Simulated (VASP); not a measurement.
# CdTe (F-43m) in VASP: notebook, part 2 of 2

VASP 6.6.1. The steps go on from the part before.

### 5 Band structure, TB-mBJ

The input, POSCAR:

```
CdTe                                    
1.0
    0.0000000000      3.2477981882      3.2477981882
    3.2477981882      0.0000000000      3.2477981882
    3.2477981882      3.2477981882      0.0000000000
  Cd              Te            
     1     1
Direct
     0.0000000000000000    0.0000000000000000    0.0000000000000000
     0.2500000000000000    0.2500000000000000    0.2500000000000000
```

The input, INCAR.step1:

```
PREC = Accurate ; ENCUT = 520
EDIFF = 1E-5 ; ISMEAR = 0
SIGMA = 0.03 ; LREAL = F
LASPH = T ; NELM = 80
ALGO = Normal ; ISIF = 2
LWAVE = T ; LCHARG = F
NBANDS = 16 ; GGA = PE
```

The input, INCAR.step2:

```
PREC = Accurate ; ENCUT = 520
EDIFF = 1E-7 ; ISMEAR = 0
SIGMA = 0.03 ; LREAL = F
LASPH = T ; NELM = 80
ALGO = Normal ; ISIF = 2
LWAVE = F ; LCHARG = F
METAGGA = MBJ ; NBANDS = 16
ISTART = 1
```

The input, KPOINTS:

```
regular mesh
0
Gamma
  8 8 8
```

KPOINTS_OPT is that of step 4.

Potentials or basis: VASP PAW PBE potentials, release 64 (Cd, Te).

Launch:

```
cat potpaw_PBE.64/Cd/POTCAR potpaw_PBE.64/Te/POTCAR > POTCAR
cp INCAR.step1 INCAR
mpirun -np 1 vasp_std > vasp.out
cp INCAR.step2 INCAR
mpirun -np 1 vasp_std > vasp.out
```

OUTCAR:

```text
PREC = Accurate
   ENCUT = 520
   EDIFF = 1E-7
   ISMEAR = 0
   LREAL = F
   LASPH = T
   NELM = 80
   ISIF = 2
   METAGGA = MBJ
   ISTART = 1

 ion  position               nearest neighbor table
   1  0.000  0.000  0.000-   2 2.81   2 2.81   2 2.81   2 2.81
   2  0.250  0.250  0.250-   1 2.81   1 2.81   1 2.81   1 2.81

  LATTYP: Found a face centered cubic cell.
 ALAT       =     6.4955963764

  Lattice vectors:

 A1 = (   0.0000000000,   3.2477981882,   3.2477981882)
 A2 = (   3.2477981882,   0.0000000000,   3.2477981882)
 A3 = (   3.2477981882,   3.2477981882,   0.0000000000)

Analysis of symmetry for initial positions (statically):
=====================================================================
 Subroutine PRICEL returns:
 Original cell was already a primitive cell.

 Routine SETGRP: Setting up the symmetry group for a
 face centered cubic supercell.

 Subroutine GETGRP returns: Found 24 space group operations
 (whereof 24 operations were pure point group operations)
 out of a pool of 48 trial point group operations.

The static configuration has the point symmetry T_d .

Analysis of symmetry for dynamics (positions and initial velocities):
=====================================================================
 Subroutine PRICEL returns:
 Original cell was already a primitive cell.

 Routine SETGRP: Setting up the symmetry group for a
 face centered cubic supercell.

 Subroutine GETGRP returns: Found 24 space group operations
 (whereof 24 operations were pure point group operations)
 out of a pool of 48 trial point group operations.

The dynamic configuration has the point symmetry T_d .

 Subroutine INISYM returns: Found 24 space group operations
 (whereof 24 operations are pure point group operations),
 and found     1 'primitive' translations

----------------------------------------------------------------------------------------

                                     Primitive cell

  volume of cell :      68.5168

  direct lattice vectors                    reciprocal lattice vectors
     0.000000000  3.247798188  3.247798188    -0.153950452  0.153950452  0.153950452
     3.247798188  0.000000000  3.247798188     0.153950452 -0.153950452  0.153950452
     3.247798188  3.247798188  0.000000000     0.153950452  0.153950452 -0.153950452

  length of vectors
     4.593080246  4.593080246  4.593080246     0.266650005  0.266650005  0.266650005

  position of ions in fractional coordinates (direct lattice)
     0.000000000  0.000000000  0.000000000
     0.250000000  0.250000000  0.250000000

  ion indices of the primitive-cell ions
   primitive index   ion index
                 1           1
                 2           2

----------------------------------------------------------------------------------------

 KPOINTS: regular mesh

Automatic generation of k-mesh.
 Grid dimensions read from file:
 generate k-points for:    8    8    8

 Generating k-lattice:

  Cartesian coordinates                     Fractional coordinates (reciprocal lattice)
    -0.019243807  0.019243807  0.019243807     0.125000000  0.000000000  0.000000000
     0.019243807 -0.019243807  0.019243807     0.000000000  0.125000000  0.000000000
     0.019243807  0.019243807 -0.019243807     0.000000000  0.000000000  0.125000000

  Length of vectors
     0.033331251  0.033331251  0.033331251

  Shift w.r.t. Gamma in fractional coordinates (k-lattice)
     0.000000000  0.000000000  0.000000000

 Subroutine IBZKPT returns following result:
 ===========================================

 Found     29 irreducible k-points:

 Following reciprocal coordinates:
            Coordinates               Weight
  0.000000  0.000000  0.000000      1.000000
  0.125000  0.000000  0.000000      8.000000
  0.250000  0.000000  0.000000      8.000000
  0.375000  0.000000  0.000000      8.000000
  0.500000  0.000000  0.000000      4.000000
  0.125000  0.125000  0.000000      6.000000
[... 16 lines left out ...]
  0.500000  0.250000  0.125000     48.000000
 -0.375000  0.250000  0.125000     24.000000
 [... further k-points ...]
   k-points           NKPTS =     29   k-points in BZ     NKDIM =     29   number of bands    NBANDS=     16
   number of dos      NEDOS =    301   number of ions     NIONS =      2
   total plane-waves  NPLWV =  46656
   dimension x,y,z NGX =    36 NGY =   36 NGZ =   36
   dimension x,y,z NGXF=    72 NGYF=   72 NGZF=   72
   ions per type =               1   1
   NGX,Y,Z   is equivalent  to a cutoff of  13.03, 13.03, 13.03 a.u.
   NGXF,Y,Z  is equivalent  to a cutoff of  26.06, 26.06, 26.06 a.u.
 SYSTEM =  unknown system
   PREC   = accura    normal or accurate (medium, high low for compatibility)
   ISTART =      1    job   : 0-new  1-cont  2-samecut
   ICHARG =      0    charge: 1-file 2-atom 10-const
   ISPIN  =      1    spin polarized calculation?
   LNONCOLLINEAR =      F non collinear calculations
   LSORBIT =      F    spin-orbit coupling
   LASPH  =      T    aspherical Exc in radial PAW
   ENCUT  =  520.0 eV  38.22 Ry    6.18 a.u.   8.54  8.54  8.54*2*pi/ulx,y,z
   NELM   =     80;   NELMIN=  2; NELMDL=  0     # of ELM steps
   EDIFF  = 0.1E-06   stopping-criterion for ELM
   LREAL  =      F    real-space projection
   EDIFFG = 0.1E-05   stopping-criterion for IOM
   NSW    =      0    number of steps for IOM
   IBRION =     -1    ionic relax: 0-MD 1-quasi-New 2-CG
   NFREE  =      0    steps in history (QN), initial steepest desc. (CG)
   ISIF   =      2    stress and relaxation
   ISYM   =      2    0-nonsym 1-usesym 2-fastsym
   POTIM  = 0.5000    time-step for ionic-motion
   TEBEG  =    0.0;   TEEND  =   0.0 temperature during run
   PSTRESS=    0.0 pullay stress
   NELECT =      18.0000    total number of electrons
   NUPDOWN=      -1.0000    fix difference up-down
   EMIN   =  10.00;   EMAX   =-10.00  energy-range for DOS
   EFERMI =   0.00;   METHOD = LEGACY
   ISMEAR =     0;   SIGMA  =   0.03  broadening in eV -4-tet -1-fermi 0-gaus
   EFERMI_NEDOS =   21; number of points for ismear=-14 and -15
   IALGO  =     38    algorithm
   IMIX   =      4    mixing-type and parameters
     AMIX     =   0.40;   BMIX     =  1.00
     AMIX_MAG =   1.60;   BMIX_MAG =  1.00
  volume/ion in A,a.u.               =      34.26       231.19
  Fermi-wavevector in a.u.,A,eV,Ry     =   1.048496  1.981369 14.957471  1.099343
  Thomas-Fermi vector in A             =   2.183420
   LORBIT       =      0    0 simple, 1 ext, 2 COOP (PROOUT), +10 PAW based schemes
   METAGGA = MBJ    functional components
   LHFCALC =     F    Hartree Fock is set to
   AEXX    =    0.0000 exact exchange contribution
   IVDW    =     0    specifies the selected vdW correction
   LEPSILON=     F    determine dielectric tensor
   LRPA    =     F    only Hartree local field effects (RPA)
 non-spin polarized calculation
 Gauss-broadening in eV      SIGMA  =   0.03
  energy-cutoff  :      520.00
  volume of cell :       68.52
 maximum number of plane-waves:      1868
 NGX is ok and might be reduce to    36
   NGX = 17   NGY = 17   NGZ = 17

 number of electron      17.9999998 magnetization

 Free energy of the ion-electron system (eV)
  ---------------------------------------------------
  ext. energy  EPLUGINS =         0.00000000
  ---------------------------------------------------
  free energy    TOTEN  =       593.47362360 eV

  energy without entropy =      593.47362360  energy(sigma->0) =      593.47362360

 E-fermi :   2.4882     XC(G=0):  -7.5160

 val. band max:        2.3643806308   @ k =   0.0000   0.0000   0.0000
 cond. band min:       4.1657426482   @ k =   0.0000   0.0000   0.0000
 fundamental gap:      1.8013620173
 Fermi energy:         2.4881565235

 k-point     1 :       0.0000    0.0000    0.0000
  band No.  band energies     occupation
      1      -8.4920      2.00000
      2      -5.9374      2.00000
      3      -5.9374      2.00000
      4      -5.9373      2.00000
      5      -5.6733      2.00000
      6      -5.6733      2.00000
[... 8 lines left out ...]
     15      11.7255      0.00000
     16      11.7255      0.00000
[... 419 lines left out ...]
 k-point    24 :      -0.3750    0.2500    0.1250
  band No.  band energies     occupation
      1      -8.1288      2.00000
      2      -5.8507      2.00000
      3      -5.8427      2.00000
      4      -5.6873      2.00000
      5      -5.6681      2.00000
      6      -5.2078      2.00000
[... 8 lines left out ...]
     15      13.0965      0.00000
     16      13.4844      0.00000

 [... further k-points ...]

------------------------ aborting loop because EDIFF is reached ----------------------------------------

  FORCE on cell =-STRESS in cart. coord.  units (eV):
  Direction    XX          YY          ZZ          XY          YZ          ZX
  --------------------------------------------------------------------------------------
  -------------------------------------------------------------------------------------
  Total      -15.0696608    -15.0696608    -15.0696608     -0.0000000     -0.0000000      0.0000000
  in kB     -352.3846304   -352.3846304   -352.3846304     -0.0000000     -0.0000000      0.0000000
  external PRESSURE =    -352.3846304 kB  Pullay stress =       0.0000000 kB

 VOLUME and BASIS-vectors are now :
 -----------------------------------------------------------------------------
  energy-cutoff  :      520.00
  volume of cell :       68.52
      direct lattice vectors                 reciprocal lattice vectors
     0.000000000  3.247798188  3.247798188    -0.153950452  0.153950452  0.153950452
     3.247798188  0.000000000  3.247798188     0.153950452 -0.153950452  0.153950452
     3.247798188  3.247798188  0.000000000     0.153950452  0.153950452 -0.153950452

 POSITION                                       TOTAL-FORCE (eV/Angst)
 -----------------------------------------------------------------------------------
      0.00000      0.00000      0.00000        -0.000000     -0.000000     -0.000000
      1.62390      1.62390      1.62390         0.000000      0.000000      0.000000
 -----------------------------------------------------------------------------------
    total drift:                                0.000012      0.000012      0.000013

  FREE ENERGIE OF THE ION-ELECTRON SYSTEM (eV)
  ---------------------------------------------------
  free  energy   TOTEN  =       593.4736236044 eV

  energy  without entropy=      593.4736236044  energy(sigma->0) =      593.47362360
```

Wall time 2.8 min (1 thread of Intel Xeon Platinum 8488C (Sapphire Rapids), shared host); peak memory 0.24 GiB.

What came out:

```
Band gap on the k mesh  : 1.80 eV, direct
Band gap along the path : 1.80 eV, direct
```

Levels at the corners of the path, in eV from the valence-band top:
```csv
point,band 6,band 7,band 8,band 9,band 10,band 11,band 12,band 13
Γ,-8.04,0.00,0.00,0.00,1.80,5.18,5.18,5.18
X,-7.51,-3.86,-1.68,-1.68,3.30,3.36,9.59,9.82
X,-7.51,-3.86,-1.68,-1.68,3.30,3.36,9.59,9.82
W,-7.45,-3.72,-2.09,-1.94,4.76,5.23,6.29,6.88
W,-7.45,-3.72,-2.09,-1.94,4.76,5.23,6.29,6.88
K,-7.48,-3.75,-2.28,-1.38,3.57,5.08,7.93,7.95
K,-7.48,-3.75,-2.28,-1.38,3.57,5.08,7.93,7.95
Γ,-8.04,0.00,0.00,0.00,1.80,5.18,5.18,5.18
Γ,-8.04,0.00,0.00,0.00,1.80,5.18,5.18,5.18
L,-7.67,-3.98,-0.69,-0.69,2.64,5.69,5.69,7.99
L,-7.67,-3.98,-0.69,-0.69,2.64,5.69,5.69,7.99
U,-7.48,-3.75,-2.28,-1.38,3.57,5.08,7.93,7.95
U,-7.48,-3.75,-2.28,-1.38,3.57,5.08,7.93,7.95
W,-7.45,-3.72,-2.09,-1.94,4.76,5.23,6.29,6.88
W,-7.45,-3.72,-2.09,-1.94,4.76,5.23,6.29,6.88
L,-7.67,-3.98,-0.69,-0.69,2.64,5.69,5.69,7.99
L,-7.67,-3.98,-0.69,-0.69,2.64,5.69,5.69,7.99
K,-7.48,-3.75,-2.28,-1.38,3.57,5.08,7.93,7.95
U,-7.48,-3.75,-2.28,-1.38,3.57,5.08,7.93,7.95
X,-7.51,-3.86,-1.68,-1.68,3.30,3.36,9.59,9.82
```

Caveat: the PAW data sets were made with another functional, which shifts forces and pressure a little; spin-orbit coupling is left out, which moves the levels of the heavy elements.

### 6 Band structure, TB-mBJ, spin-orbit coupling, no magnetisation

POSCAR is that of step 5.

INCAR.step1: that of step 5 with these lines changed.

```diff
@@ -6,2 +6,5 @@
 LWAVE = T ; LCHARG = F
-NBANDS = 16 ; GGA = PE
+LNONCOLLINEAR = T ; MAGMOM = 0 0 0 0 0 0
+LORBIT = 11 ; LSORBIT = T
+GGA_COMPAT = F ; NBANDS = 32
+GGA = PE
```

INCAR.step2: that of step 5 with these lines changed.

```diff
@@ -6,3 +6,5 @@
 LWAVE = F ; LCHARG = F
-METAGGA = MBJ ; NBANDS = 16
-ISTART = 1
+LNONCOLLINEAR = T ; MAGMOM = 0 0 0 0 0 0
+LORBIT = 11 ; LSORBIT = T
+GGA_COMPAT = F ; METAGGA = MBJ
+NBANDS = 32 ; ISTART = 1
```

The input, KPOINTS:

```
regular mesh
0
Gamma
  6 6 6
```

KPOINTS_OPT is that of step 5.

Potentials or basis: VASP PAW PBE potentials, release 64 (Cd, Te).

Launch:

```
cat potpaw_PBE.64/Cd/POTCAR potpaw_PBE.64/Te/POTCAR > POTCAR
cp INCAR.step1 INCAR
mpirun -np 1 vasp_ncl > vasp.out
cp INCAR.step2 INCAR
mpirun -np 1 vasp_ncl > vasp.out
```

Wall time 14 min (1 thread of Intel Xeon Platinum 8488C (Sapphire Rapids), shared host); peak memory 0.46 GiB.

The run converged. Its results:

```
Valence electrons inside the program's atomic spheres : Cd 10.21; Te 3.54
```

Caveat: the PAW data sets were made with another functional, which shifts forces and pressure a little.

### 7 Band structure, LDA

The input, INCAR:

```
PREC = Accurate ; ENCUT = 520
EDIFF = 1E-7 ; ISMEAR = 0
SIGMA = 0.03 ; LREAL = F
LASPH = T ; NELM = 80
ALGO = Normal ; ISIF = 2
LWAVE = F ; LCHARG = F
GGA = CA ; NBANDS = 16
```

The input, KPOINTS:

```
regular mesh
0
Gamma
  8 8 8
```

POSCAR is that of step 6.

KPOINTS_OPT is that of step 6.

Potentials or basis: VASP PAW LDA potentials, release 64 (Cd, Te).

Launch:

```
cat potpaw_LDA.64/Cd/POTCAR potpaw_LDA.64/Te/POTCAR > POTCAR
mpirun -np 1 vasp_std > vasp.out
```

Wall time 83 s (1 thread of Intel Xeon Platinum 8488C (Sapphire Rapids), shared host); peak memory 0.2 GiB.

The run converged. Its results:

```yaml
Free_energy: -6.0403 eV
Pressure: -1.5 GPa
Band_gap_on_the_k_mesh: 0.53 eV, direct
Band_gap_along_the_path: 0.53 eV, direct
```

Levels at the corners of the path, in eV from the valence-band top:
```csv
point,band 6,band 7,band 8,band 9,band 10,band 11,band 12,band 13
Γ,-8.01,0.00,0.00,0.00,0.53,4.51,4.51,4.51
X,-7.53,-4.35,-1.87,-1.87,2.46,2.55,8.60,8.95
X,-7.53,-4.35,-1.87,-1.87,2.46,2.55,8.60,8.95
W,-7.45,-4.23,-2.33,-2.21,4.14,4.55,5.41,6.15
W,-7.45,-4.23,-2.33,-2.21,4.14,4.55,5.41,6.15
K,-7.49,-4.25,-2.57,-1.55,2.76,4.39,7.17,7.34
K,-7.49,-4.25,-2.57,-1.55,2.76,4.39,7.17,7.34
Γ,-8.01,0.00,0.00,0.00,0.53,4.51,4.51,4.51
Γ,-8.01,0.00,0.00,0.00,0.53,4.51,4.51,4.51
L,-7.67,-4.46,-0.78,-0.78,1.65,5.10,5.10,6.85
L,-7.67,-4.46,-0.78,-0.78,1.65,5.10,5.10,6.85
U,-7.49,-4.25,-2.57,-1.55,2.76,4.39,7.17,7.34
U,-7.49,-4.25,-2.57,-1.55,2.76,4.39,7.17,7.34
W,-7.45,-4.23,-2.33,-2.21,4.14,4.55,5.41,6.15
W,-7.45,-4.23,-2.33,-2.21,4.14,4.55,5.41,6.15
L,-7.67,-4.46,-0.78,-0.78,1.65,5.10,5.10,6.85
L,-7.67,-4.46,-0.78,-0.78,1.65,5.10,5.10,6.85
K,-7.49,-4.25,-2.57,-1.55,2.76,4.39,7.17,7.34
U,-7.49,-4.25,-2.57,-1.55,2.76,4.39,7.17,7.34
X,-7.53,-4.35,-1.87,-1.87,2.46,2.55,8.60,8.95
```

Caveat: spin-orbit coupling is left out, which moves the levels of the heavy elements.

### 8 The runs side by side

```tsv
level	potentials or basis	spin	k mesh	gap on the mesh (eV)	pressure (GPa)
PBEsol	VASP PAW PBE potentials, release 64 (Cd, Te)	off	8 × 8 × 8	0.64	0.0
PBEsol	VASP PAW PBE potentials, release 64 (Cd, Te)	SOC, no magnetisation	6 × 6 × 6	-	0.1
r2SCAN	VASP PAW PBE potentials, release 64 (Cd, Te)	off	8 × 8 × 8	1.25	1.3
TB-mBJ	VASP PAW PBE potentials, release 64 (Cd, Te)	off	8 × 8 × 8	1.80	-
TB-mBJ	VASP PAW PBE potentials, release 64 (Cd, Te)	SOC, no magnetisation	6 × 6 × 6	-	-
LDA	VASP PAW LDA potentials, release 64 (Cd, Te)	off	8 × 8 × 8	0.53	-1.5
```

Alike in all rows: task band structure; cell as given; cutoff (eV) 520; smearing gaussian 0.03 eV.

Caveats: the PAW data sets were made with another functional, which shifts forces and pressure a little (some runs); spin-orbit coupling is left out, which moves the levels of the heavy elements (some runs).

Total energies depend on the potentials used, so only differences within one code and one set of settings carry meaning.

### 9 How close it comes

Step 2. Against the measured gap of CdTe, 1.607 eV (0 K; a printed reference work, data compilation), the calculated 0.64 eV is off by -0.96 eV. Spin-orbit coupling on Cd, Te is left out. The value is that of PBEsol, without temperature or zero-point motion. Semilocal functionals fall short of measured gaps as a rule.

Step 4. Measured gap of CdTe: 1.607 eV (0 K; a printed reference work, data compilation). This calculation gives 1.25 eV (-0.36 eV). Spin-orbit coupling on Cd, Te is left out. The value is that of r2SCAN, without temperature or zero-point motion.

Step 5. Measured gap of CdTe: 1.607 eV (0 K; a printed reference work, data compilation). This calculation gives 1.80 eV (+0.19 eV). Spin-orbit coupling on Cd, Te is left out. The value is that of TB-mBJ, without temperature or zero-point motion.

Step 7. Measured gap of CdTe: 1.607 eV (0 K; a printed reference work, data compilation). This calculation gives 0.53 eV (-1.08 eV). So large a miss can be the level of theory's own, or it may mean another phase, state or a wrong row. Spin-orbit coupling on Cd, Te is left out. The value is that of LDA, without temperature or zero-point motion. Semilocal functionals fall short of measured gaps as a rule.
